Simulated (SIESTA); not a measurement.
**CdS under changes of volume**

One of the cells (46.548 Å³/atom); the others are scaled copies at fixed shape and fractional positions:

```
Cd S
1.0
     4.28939    0.00000    0.00000
    -2.14470    3.71472    0.00000
     0.00000    0.00000    5.84261
Cd S
1 1
Direct
  0.00000 0.00000 0.44269
  0.66667 0.33333 0.43431
```

Measurements of this composition are mostly on another form, of space group No. 186.

- Program: SIESTA 5.4.2
- Functional: PBE
- Potentials or basis: PseudoDojo 0.4 standard (PBE files)
- Basis: DZP (energy shift 0.002 Ry)
- Grid cutoff: 800 Ry
- Energy shift: 0.002 Ry
- k mesh: 7 × 7 × 5
- Occupations: fermi-dirac, width 0.05 eV
- Spin: no spin polarisation

| volume (Å³/atom) | energy over the lowest point (meV/atom) | pressure (GPa) | gap on the mesh (eV) | largest force (eV/Å) |
| --- | --- | --- | --- | --- |
| 42.897 | 23.43 | 2.5 | 1.87 | 0.038 |
| 43.810 | ? | ? | ? | ? |
| 44.722 | 3.94 | 1.0 | 1.72 | 0.024 |
| 46.548 | 0.00 | -0.2 | 1.54 | 0.013 |
| 47.460 | 2.84 | -0.7 | 1.45 | 0.008 |
| 48.373 | 8.48 | -1.2 | 1.37 | 0.003 |

Question: What does the run at 43.810 Å³/atom give?

Answer: Energy over the lowest point 11.55 meV/atom; pressure 1.7 GPa; gap on the mesh 1.81 eV; largest force 0.031 eV/Å.

Worked out: A Birch-Murnaghan fit of order 3 (a polynomial in V^(-2/3)) to the other rows has its minimum at 46.15 Å³/atom with B0 = V·E''(V) = 29 GPa and B' = 4.6 at fixed shape and positions, which overstates the stiffness. It gives 11.51 meV/atom at 43.810 Å³/atom, against the run's 11.55, and -dE/dV = 1.7 GPa, against 1.7. A parabola through the other rows of the gap, of slope -3.82 eV per unit of ln V there, gives 1.79 eV, against the run's 1.81.

Energies are extrapolated to zero smearing.

Caveats: semicore shells carry a single zeta, which can move pressures by several GPa and volumes by a few percent; an odd mesh through Γ misses points on the zone boundary, where band edges often lie; the basis of atomic orbitals isn't converged, which shifts pressures, moduli and gaps. Spin-orbit coupling on Cd is left out.
